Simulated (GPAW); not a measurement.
The system is ZnSe (Stilleite).

```
Se Zn
1.0
     0.00000    2.83380    2.83380
     2.83380    0.00000    2.83380
     2.83380    2.83380    0.00000
Se Zn
1 1
Cartesian
  4.2507 4.2507 4.2507
  0.0000 0.0000 0.0000
```

```yaml
Program: GPAW 26.7.0
Task: single point
Functional: PBEsol
Potentials_or_basis: PAW data sets generated in the run's folder for this functional
Cutoff: 600 eV
Basis: pw
k_mesh: 8 × 8 × 8
Occupations: fermi-dirac, width 0.05 eV
Spin: no spin polarisation
```

On this cell: pressure -1.2 GPa; largest force zero by symmetry; band gap on the k mesh 1.18 eV, direct.

The same run follows on a disturbed copy (atoms moved at random, drawn with an rms of 0.05 Å):

```
Se Zn
1.0
     0.00000    2.83380    2.83380
     2.83380    0.00000    2.83380
     2.83380    2.83380    0.00000
Se Zn
1 1
Direct
  0.74923 0.75242 0.74879
  0.99080 0.99135 0.00787
```

Q: What does the disturbed cell give?

A: The energy moves by +4.2 meV/atom; pressure -1.1 GPa; largest force 0.303 eV/Å; band gap on the k mesh 1.12 eV, direct.

Forces in eV/Å, atoms in the order of the input:
```
Se  -0.029  0.004 -0.302
Zn   0.029 -0.004  0.302
```

Stress tensor (GPa, compression positive):
```
-1.04  1.01 -0.01
 1.01 -1.04  0.10
-0.01  0.10 -1.12
```

